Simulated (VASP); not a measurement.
## Al2O3: relaxation of cell and atoms with rev-vdW-DF2

Al2O3:

```xyz
10
Lattice="2.3803 1.3742 4.3319 -2.3803 1.3742 4.3319 0.0000 -2.7485 4.3319" Properties=species:S:1:pos:R:3 pbc="T T T"
Al    0.0000    0.0000    4.5765
Al    0.0000    0.0000    1.9213
Al    0.0000    0.0000    8.4191
Al    0.0000    0.0000   11.0743
O    -0.9203    1.3742    7.5808
O    -0.7300   -1.4841    7.5808
O     1.6503    0.1099    7.5808
O     0.9203   -1.3742    5.4148
O     0.7300    1.4841    5.4148
O    -1.6503   -0.1099    5.4148
```

| Quantity | Value |
| --- | --- |
| Program | VASP 6.6.1 |
| Task | relaxation of cell and atoms |
| Functional | rev-vdW-DF2 |
| Potentials or basis | VASP PAW PBE potentials, release 64 (Al, O) |
| Cutoff | 600 eV |
| k mesh | 9 × 9 × 7 |
| Occupations | gaussian, width 0.03 eV |
| Spin | no spin polarisation |
| Further INCAR settings | ALGO = Normal; EDIFF = 1e-06; IBRION = 2; EDIFFG = -0.01; NSW = 90; ISIF = 3 |

```json
{
  "Relaxed volume": "8.64 Å³/atom",
  "Relaxed cell": "a = 5.155 Å, b = 5.155 Å, c = 5.155 Å, α = 55.34°, β = 55.34°, γ = 55.34°",
  "Space group after relaxing (to 0.05 Å)": "R-3c (No. 167)",
  "Energy gained by relaxing": "1.8 meV/atom",
  "Ionic steps": "6",
  "Pressure after relaxing": "0.1 GPa",
  "Largest force after relaxing": "0.009 eV/Å",
  "Band gap on the k mesh": "6.10 eV, direct"
}
```

Forces in eV/Å, atoms in the order of the input:
```
Al   0.000  0.000  0.009
Al   0.000  0.000 -0.009
Al   0.000  0.000 -0.009
Al   0.000  0.000  0.009
O    0.004  0.000  0.000
O   -0.002  0.003  0.000
O   -0.002 -0.003  0.000
O   -0.004  0.000  0.000
O    0.002 -0.003  0.000
O    0.002  0.003  0.000
```

Stress tensor (GPa, compression positive):
```
 0.12  0.00  0.00
 0.00  0.12  0.00
 0.00  0.00 -0.04
```

The path:
```
step  energy change (eV)  largest force (eV/Å)  pressure (GPa)  volume (Å³)
   1              0.0000                0.0457            4.04        85.02
   2             -0.0046                0.0405           -3.37        87.68
   3             -0.0179                0.0356           -0.04        86.43
   4             -0.0179                0.0359            0.04        86.41
   5             -0.0182                0.0116            0.06        86.41
   6             -0.0182                0.0094            0.07        86.40
```

Final structure:
```xyz
10
Lattice="2.3941 1.3823 4.3516 -2.3941 1.3823 4.3516 0.0000 -2.7645 4.3516" Properties=species:S:1:pos:R:3 pbc="T T T"
Al    0.0000    0.0000    4.5983
Al    0.0000    0.0000    1.9291
Al    0.0000    0.0000    8.4565
Al    0.0000    0.0000   11.1257
O    -0.9288    1.3823    7.6153
O    -0.7327   -1.4955    7.6153
O     1.6615    0.1132    7.6153
O     0.9288   -1.3823    5.4395
O     0.7327    1.4955    5.4395
O    -1.6615   -0.1132    5.4395
```

Levels at points of the mesh, in eV from the valence-band top:
```tsv
k point	band 21	band 22	band 23	band 24	band 25	band 26	band 27	band 28
(0.00, 0.00, 0.00)	-0.48	-0.04	-0.04	0.00	6.10	9.04	10.58	11.47
```

It took 20 min on 2 MPI ranks on Intel(R) Xeon(R) 6975P-C (Granite Rapids), with other jobs on the host, peak memory 0.89 GiB a rank.

Caveat: the PAW data sets were made with another functional, which shifts forces and pressure a little; an odd mesh through Γ misses points on the zone boundary, where band edges often lie.
